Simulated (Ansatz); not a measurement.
This P structure is the end of a relaxation. The cell was found from a structure generator's guess, not taken from experiment.

Theory: DFT PBE, scalar-relativistic, plane waves, PAW in Ansatz 0.2.0. Cutoff 420 eV, Γ-centred mesh, Gaussian smearing, no spin polarisation.

```
P
1.0
     1.74041    1.00483    3.06750
    -1.74041    1.00483    3.06750
     0.00000   -2.00966    3.06750
P
2
Direct
  0.22940 0.22940 0.22940
  0.77060 0.77060 0.77060
```

Energies count from the standard state of P at the same level. The references include black phosphorus.

Task: What space group does it have?

Result: R-3m (No. 166). Conventional cell: a = 3.481 Å, c = 9.202 Å. P is surrounded by 3 P at 2.32 Å and 3 P at 2.77 Å.

Task: How far does it lie from the standard state of P?

Result: +0.04 eV/atom. It lies above the standard state, so it could only be metastable.

Task: Is it a metal?

Result: Yes, bands cross the Fermi level on the 20×20×18 mesh.

The last run used a 20×20×18 mesh (in the run's order of axes) for its 2-atom cell and Gaussian smearing of 0.10 eV. Weakly bound directions are ill-defined at this level, which has no dispersion term. The reference form of P is held partly by dispersion forces, which this level lacks. This cell was reached by moving the atoms of another relaxed cell at random and relaxing again, last within the group found; it had no such test of its own. Another cell of P relaxed alike, in P2/m, lies 41 meV/atom lower, so this cell isn't the stable form at this level.
